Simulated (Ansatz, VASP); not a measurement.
**C in VASP and in Ansatz**

The input INCAR:

```
SYSTEM = C
PREC = Accurate ; ENCUT = 520
EDIFF = 1E-6 ; ISMEAR = 0
SIGMA = 0.05 ; LREAL = .False.
LASPH = .True. ; NELM = 60
ALGO = Normal ; ISIF = 2
LWAVE = .False. ; LCHARG = .True.
LELF = .True. ; LVHAR = .True.
NBANDS = 31
```

File KPOINTS:

```
Automatic mesh
0
Gamma
  10 10 3
  0 0 0
```

POSCAR

```
C
1.0
   -2.4912907516      0.0000000000      0.0000000000
   -1.2456453758     -2.1575210791      0.0000000000
   -1.2457699403     -0.7192456104     10.2538776052
C
10
Direct
   -0.5579810244     -0.5579810244      0.8741556576
    0.4916610444      0.4916610444      0.7252443424
    0.0248334907      0.0248334907      0.1257869493
    0.5755465293      0.5755465293      0.4736130507
   -0.0248414897     -0.0248414897      0.2747969895
    0.6252215097      0.6252215097      0.3246030105
   -0.2413620533     -0.2413620533      0.9242937306
    0.1750420733      0.1750420733      0.6751062694
    0.3748756089      0.3748756089      0.0756656066
    0.2255044111      0.2255044111      0.5237343934
```

Input for Ansatz:

```yaml
crystal:
  lattice:
    - [-2.4912907516, 0.0, 0.0]
    - [-1.2456453758, -2.1575210791, 0.0]
    - [-1.2457699403, -0.7192456104, 10.2538776052]
  atoms:
    - { symbol: C, position: [-0.5579810244, -0.5579810244, 0.8741556576] }
    - { symbol: C, position: [0.4916610444, 0.4916610444, 0.7252443424] }
    - { symbol: C, position: [0.0248334907, 0.0248334907, 0.1257869493] }
    - { symbol: C, position: [0.5755465293, 0.5755465293, 0.4736130507] }
    - { symbol: C, position: [-0.0248414897, -0.0248414897, 0.2747969895] }
    - { symbol: C, position: [0.6252215097, 0.6252215097, 0.3246030105] }
    - { symbol: C, position: [-0.2413620533, -0.2413620533, 0.9242937306] }
    - { symbol: C, position: [0.1750420733, 0.1750420733, 0.6751062694] }
    - { symbol: C, position: [0.3748756089, 0.3748756089, 0.0756656066] }
    - { symbol: C, position: [0.2255044111, 0.2255044111, 0.5237343934] }
basis:
  ecutwfc: 420
kpoints:
  mp_grid: { grid: [10, 10, 3] }
hamiltonian:
  xc: lda
scf:
  occupations: { method: gaussian, width: 0.05 }
output:
  forces: true
  stress: true
  eigenvalues: true
```

Alike in both runs: task single point; functional LDA; k mesh 10 × 10 × 3; occupations gaussian, width 0.05 eV; no spin polarisation.

```csv
,VASP,Ansatz
version,VASP 6.6.1,Ansatz 0.2.0
potentials or method,"VASP PAW LDA potentials, release 64 (C)","scalar-relativistic, plane waves, PAW"
plane-wave cutoff (eV),520,420
valence electrons in the cell,40,40
```

Ansatz gave:

| Property | Result |
| --- | --- |
| gap on the k mesh at the Fermi level (eV) | none |
| pressure (GPa) | 4.5 |
| largest component of the traceless stress (GPa) | 21.09 |
| rms of the force components (eV/Å) | 0.972 |

Which values does VASP return?

gap on the k mesh at the Fermi level (eV): none; pressure (GPa): 6.0; largest component of the traceless stress (GPa): 20.95; rms of the force components (eV/Å): 0.961.

Atom by atom the forces differ by 0.012 eV/Å (rms over components). A gap of «none» marks a metal or a gap that the smearing closes.

Caveats: forces of over 1 eV/Å show positions far from the minimum, so gaps and moduli don't describe the material at rest.
